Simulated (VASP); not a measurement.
# Te (P4/nmm) in VASP: a series of runs

Runs on Te. Level: PBE. Tasks: relaxation of the atoms.

Program: VASP 6.6.1. These are calculated values, not measurements. Logs are shortened: lines on timing, memory, paths and dates and some standing lists are left out, and cuts for length are marked.

## 1. The undisturbed crystal

Symmetry: P4/nmm, No. 129, tetragonal system. The conventional cell has a = 5.850 Å, b = 5.850 Å, c = 4.791 Å, α = 90.00°, β = 90.00°, γ = 90.00°. Te (site symmetry -4m2) has 4 Te at 3.04 Å as nearest neighbours. Te (site symmetry 4mm) has 4 Te at 3.04 Å as nearest neighbours.

The cell was built by a generator and needn't be a form met in nature.

## 2. Relaxation of the atoms, PBE, 39.35 Å³/atom (strain = -0.04)

INCAR reads:

```
PREC     = Accurate       # precision mode
ENCUT    = 520            # plane-wave cutoff, eV
EDIFF    = 1E-7           # SCF threshold, eV
ISMEAR   = -1             # smearing method
SIGMA    = 0.05           # smearing width, eV
LREAL    = F              # projectors in reciprocal space
LASPH    = T              # aspherical terms in the spheres
NELM     = 80             # most SCF steps
ALGO     = Fast           # electronic algorithm
ISIF     = 2              # what is computed and relaxed
LWAVE    = F              # write WAVECAR
LCHARG   = F              # write CHGCAR
GGA      = PE             # functional
IBRION   = 2              # ionic algorithm
NSW      = 40             # ionic steps
EDIFFG   = -0.01          # ionic threshold
```

KPOINTS reads:

```
regular mesh
0
Gamma
  4 4 5
```

POSCAR reads:

```
Te
1.0
    5.6160384000      0.0000000000      0.0000000000
    0.0000000000      5.8500400000      0.0000000000
    0.0000000000      0.0000000000      4.7912000000
Te
4
Direct
    0.0000000000      0.0000000000      0.0000000000
    0.5000000000      0.5000000000      0.0000000000
    0.0000000000      0.5000000000      0.8300400000
    0.5000000000      0.0000000000      0.1699600000
```

Potentials or basis: VASP PAW PBE potentials, release 64 (Te).

The run is started by

```bash
> cat potpaw_PBE.64/Te/POTCAR > POTCAR
> mpirun -np 1 vasp_std > vasp.out
```

OUTCAR:

```text
PREC = Accurate
   ENCUT = 520
   EDIFF = 1E-7
   ISMEAR = -1
   LREAL = F
   LASPH = T
   NELM = 80
   ISIF = 2
   GGA = PE
   IBRION = 2
   NSW = 40
   EDIFFG = -0.01

 ion  position               nearest neighbor table
   1  0.000  0.000  0.000-   4 2.92   4 2.92   3 3.04   3 3.04
   2  0.500  0.500  0.000-   3 2.92   3 2.92   4 3.04   4 3.04
   3  0.000  0.500  0.830-   2 2.92   2 2.92   1 3.04   1 3.04
   4  0.500  0.000  0.170-   1 2.92   1 2.92   2 3.04   2 3.04

  LATTYP: Found a simple orthorhombic cell.
 ALAT       =     4.7912000000
 B/A-ratio  =     1.1721569544
 C/A-ratio  =     1.2209968275

  Lattice vectors:

 A1 = (   0.0000000000,   0.0000000000,   4.7912000000)
 A2 = (   5.6160384000,   0.0000000000,   0.0000000000)
 A3 = (   0.0000000000,   5.8500400000,   0.0000000000)

Analysis of symmetry for initial positions (statically):
=====================================================================
 Subroutine PRICEL returns:
 Original cell was already a primitive cell.

 Routine SETGRP: Setting up the symmetry group for a
 simple orthorhombic supercell.

 Subroutine GETGRP returns: Found  8 space group operations
 (whereof  4 operations were pure point group operations)
 out of a pool of  8 trial point group operations.

The static configuration has the point symmetry C_2v.
 The point group associated with its full space group is D_2h.

Analysis of symmetry for dynamics (positions and initial velocities):
=====================================================================
 Subroutine PRICEL returns:
 Original cell was already a primitive cell.

 Routine SETGRP: Setting up the symmetry group for a
 simple orthorhombic supercell.

 Subroutine GETGRP returns: Found  8 space group operations
 (whereof  4 operations were pure point group operations)
 out of a pool of  8 trial point group operations.

The dynamic configuration has the point symmetry C_2v.
 The point group associated with its full space group is D_2h.

 Subroutine INISYM returns: Found  8 space group operations
 (whereof  4 operations are pure point group operations),
 and found     1 'primitive' translations

----------------------------------------------------------------------------------------

                                     Primitive cell

  volume of cell :     157.4103

  direct lattice vectors                    reciprocal lattice vectors
     5.616038400  0.000000000  0.000000000     0.178061461  0.000000000  0.000000000
     0.000000000  5.850040000  0.000000000     0.000000000  0.170939002  0.000000000
     0.000000000  0.000000000  4.791200000     0.000000000  0.000000000  0.208715979

  length of vectors
     5.616038400  5.850040000  4.791200000     0.178061461  0.170939002  0.208715979

  position of ions in fractional coordinates (direct lattice)
     0.000000000  0.000000000  0.000000000
     0.500000000  0.500000000  0.000000000
     0.000000000  0.500000000  0.830040000
     0.500000000  0.000000000  0.169960000

  ion indices of the primitive-cell ions
   primitive index   ion index
                 1           1
                 2           2
                 3           3
                 4           4

----------------------------------------------------------------------------------------

 KPOINTS: regular mesh

Automatic generation of k-mesh.
 Grid dimensions read from file:
 generate k-points for:    4    4    5

 Generating k-lattice:

  Cartesian coordinates                     Fractional coordinates (reciprocal lattice)
     0.044515365  0.000000000  0.000000000     0.250000000  0.000000000  0.000000000
     0.000000000  0.042734751  0.000000000     0.000000000  0.250000000  0.000000000
     0.000000000  0.000000000  0.041743196     0.000000000  0.000000000  0.200000000

  Length of vectors
     0.044515365  0.042734751  0.041743196

  Shift w.r.t. Gamma in fractional coordinates (k-lattice)
     0.000000000  0.000000000  0.000000000

 Subroutine IBZKPT returns following result:
 ===========================================

 Found     27 irreducible k-points:

 Following reciprocal coordinates:
            Coordinates               Weight
  0.000000  0.000000  0.000000      1.000000
  0.250000  0.000000  0.000000      2.000000
  0.500000  0.000000  0.000000      1.000000
  0.000000  0.250000  0.000000      2.000000
  0.250000  0.250000  0.000000      4.000000
  0.500000  0.250000  0.000000      2.000000
[... 16 lines left out ...]
  0.250000  0.250000  0.400000      8.000000
  0.500000  0.250000  0.400000      4.000000
 [... further k-points ...]
   k-points           NKPTS =     27   k-points in BZ     NKDIM =     27   number of bands    NBANDS=     16
   number of dos      NEDOS =    301   number of ions     NIONS =      4
   total plane-waves  NPLWV =  72576
   dimension x,y,z NGX =    42 NGY =   48 NGZ =   36
   dimension x,y,z NGXF=    84 NGYF=   96 NGZF=   72
   ions per type =               4
   NGX,Y,Z   is equivalent  to a cutoff of  12.43, 13.64, 12.49 a.u.
   NGXF,Y,Z  is equivalent  to a cutoff of  24.87, 27.28, 24.98 a.u.
 SYSTEM =  unknown system
   PREC   = accura    normal or accurate (medium, high low for compatibility)
   ISTART =      0    job   : 0-new  1-cont  2-samecut
   ICHARG =      2    charge: 1-file 2-atom 10-const
   ISPIN  =      1    spin polarized calculation?
   LNONCOLLINEAR =      F non collinear calculations
   LSORBIT =      F    spin-orbit coupling
   LASPH  =      T    aspherical Exc in radial PAW
   ENCUT  =  520.0 eV  38.22 Ry    6.18 a.u.  10.44 10.88  8.91*2*pi/ulx,y,z
   NELM   =     80;   NELMIN=  2; NELMDL= -5     # of ELM steps
   EDIFF  = 0.1E-06   stopping-criterion for ELM
   LREAL  =      F    real-space projection
   EDIFFG = -.1E-01   stopping-criterion for IOM
   NSW    =     40    number of steps for IOM
   IBRION =      2    ionic relax: 0-MD 1-quasi-New 2-CG
   NFREE  =      1    steps in history (QN), initial steepest desc. (CG)
   ISIF   =      2    stress and relaxation
   ISYM   =      2    0-nonsym 1-usesym 2-fastsym
   POTIM  = 0.5000    time-step for ionic-motion
   TEBEG  =    0.0;   TEEND  =   0.0 temperature during run
   PSTRESS=    0.0 pullay stress
   NELECT =      24.0000    total number of electrons
   NUPDOWN=      -1.0000    fix difference up-down
   EMIN   =  10.00;   EMAX   =-10.00  energy-range for DOS
   EFERMI =   0.00;   METHOD = LEGACY
   ISMEAR =    -1;   SIGMA  =   0.05  broadening in eV -4-tet -1-fermi 0-gaus
   EFERMI_NEDOS =   21; number of points for ismear=-14 and -15
   IALGO  =     68    algorithm
   IMIX   =      4    mixing-type and parameters
     AMIX     =   0.40;   BMIX     =  1.00
     AMIX_MAG =   1.60;   BMIX_MAG =  1.00
  volume/ion in A,a.u.               =      39.35       265.56
  Fermi-wavevector in a.u.,A,eV,Ry     =   0.874583  1.652722 10.407025  0.764895
  Thomas-Fermi vector in A             =   1.994134
   LORBIT       =      0    0 simple, 1 ext, 2 COOP (PROOUT), +10 PAW based schemes
   GGA     = PE    functional components
   LHFCALC =     F    Hartree Fock is set to
   AEXX    =    0.0000 exact exchange contribution
   IVDW    =     0    specifies the selected vdW correction
   LEPSILON=     F    determine dielectric tensor
   LRPA    =     F    only Hartree local field effects (RPA)
 conjugate gradient relaxation of ions
 non-spin polarized calculation
 RMM-DIIS sequential band-by-band and
  energy-cutoff  :      520.00
  volume of cell :      157.41
 maximum number of plane-waves:      4264
 NGX is ok and might be reduce to    42
   NGX = 21   NGY = 21   NGZ = 17

--------------------------------------- Ionic step        1  -------------------------------------------

 number of electron      24.0000002 magnetization

 Free energy of the ion-electron system (eV)
  ---------------------------------------------------
  ext. energy  EPLUGINS =         0.00000000
  ---------------------------------------------------
  free energy    TOTEN  =       -12.04888610 eV

  energy without entropy =      -12.04573292  energy(sigma->0) =      -12.04730951

------------------------ aborting loop because EDIFF is reached ----------------------------------------

  FORCE on cell =-STRESS in cart. coord.  units (eV):
  Direction    XX          YY          ZZ          XY          YZ          ZX
  --------------------------------------------------------------------------------------
  -------------------------------------------------------------------------------------
  Total        5.9426080     -0.0668351      0.4093466      0.0000000      0.0000000      0.0000000
  in kB       60.4859437     -0.6802708      4.1664730      0.0000000      0.0000000      0.0000000
  external PRESSURE =      21.3240487 kB  Pullay stress =       0.0000000 kB
[... 251 lines left out ...]
  energy  without entropy=      -12.0810336247  energy(sigma->0) =      -12.08261395

--------------------------------------- Ionic step        8  -------------------------------------------

 number of electron      24.0000001 magnetization

 Free energy of the ion-electron system (eV)
  ---------------------------------------------------
  ext. energy  EPLUGINS =         0.00000000
  ---------------------------------------------------
  free energy    TOTEN  =       -12.08423187 eV

  energy without entropy =      -12.08125142  energy(sigma->0) =      -12.08274164

 E-fermi :   4.4357     XC(G=0):  -8.2377

 val. band max:        4.2834787308   @ k =   0.0000   0.0000   0.4000
 cond. band min:       4.6444820337   @ k =   0.2500   0.5000   0.4000
 fundamental gap:      0.3610033029
 Fermi energy:         4.4356681831

 k-point     1 :       0.0000    0.0000    0.0000
  band No.  band energies     occupation
      1      -9.1186      2.00000
      2      -6.7292      2.00000
      3      -6.3235      2.00000
      4      -3.8149      2.00000
      5      -1.4695      2.00000
      6      -1.4201      2.00000
[... 8 lines left out ...]
     15       7.5854      0.00000
     16       7.9288      0.00000
[... 420 lines left out ...]
  band No.  band energies     occupation
      1      -7.7682      2.00000
      2      -7.7682      2.00000
      3      -6.1689      2.00000
      4      -6.1689      2.00000
      5       0.0215      2.00000
      6       0.0215      2.00000
[... 8 lines left out ...]
     15       6.2877      0.00000
     16       6.2877      0.00000

 [... further k-points ...]

------------------------ aborting loop because EDIFF is reached ----------------------------------------

  FORCE on cell =-STRESS in cart. coord.  units (eV):
  Direction    XX          YY          ZZ          XY          YZ          ZX
  --------------------------------------------------------------------------------------
  -------------------------------------------------------------------------------------
  Total        3.9975115      0.7283824      0.0880510      0.0000000      0.0000000      0.0000000
  in kB       40.6880706      7.4137307      0.8962143      0.0000000      0.0000000      0.0000000
  external PRESSURE =      16.3326719 kB  Pullay stress =       0.0000000 kB
[... 19 lines left out ...]
  FREE ENERGIE OF THE ION-ELECTRON SYSTEM (eV)
  ---------------------------------------------------
  free  energy   TOTEN  =       -12.0842318651 eV

  energy  without entropy=      -12.0812514203  energy(sigma->0) =      -12.08274164

 reached required accuracy - stopping structural energy minimisation
```

It took 4.3 min on 1 thread of Intel Xeon 6975P-C (Granite Rapids), shared host; peak memory 0.28 GiB.

Results:

```yaml
Free_energy: -12.0842 eV
Energy_gained_by_relaxing: 8.8 meV/atom
Ionic_steps: 8
Pressure_after_relaxing: 1.6 GPa
Band_gap_on_the_k_mesh: 0.36 eV, indirect (least direct gap 0.87 eV)
```

Caveat: spin-orbit coupling is left out, which moves the levels of the heavy elements; an odd mesh through Γ misses points on the zone boundary, where band edges often lie; this functional lacks dispersion, which binds the layers, so the pressure and a relaxed spacing across them are unreliable.

## 3. Relaxation of the atoms, PBE, 40.17 Å³/atom (strain = -0.02)

INCAR is that of step 2.

KPOINTS is that of step 2.

Changes to POSCAR since step 2:

```diff
@@ -2,3 +2,3 @@
 1.0
-    5.6160384000      0.0000000000      0.0000000000
+    5.7330392000      0.0000000000      0.0000000000
     0.0000000000      5.8500400000      0.0000000000
```

Potentials or basis: VASP PAW PBE potentials, release 64 (Te).

The run is started by

```bash
> cat potpaw_PBE.64/Te/POTCAR > POTCAR
> mpirun -np 1 vasp_std > vasp.out
```

Run time: 2.5 min. Hardware: 1 thread of Intel Xeon 6975P-C (Granite Rapids), shared host; peak memory 0.3 GiB.

Results (log left out):

```yaml
Free_energy: -12.1422 eV
Energy_gained_by_relaxing: 1.8 meV/atom
Ionic_steps: 5
Pressure_after_relaxing: 0.6 GPa
Largest_force_after_relaxing: 0.009 eV/Å
Band_gap_on_the_k_mesh: 0.33 eV, indirect (least direct gap 0.88 eV)
```

Caveat: spin-orbit coupling is left out, which moves the levels of the heavy elements; an odd mesh through Γ misses points on the zone boundary, where band edges often lie; this functional lacks dispersion, which binds the layers, so the pressure and a relaxed spacing across them are unreliable.
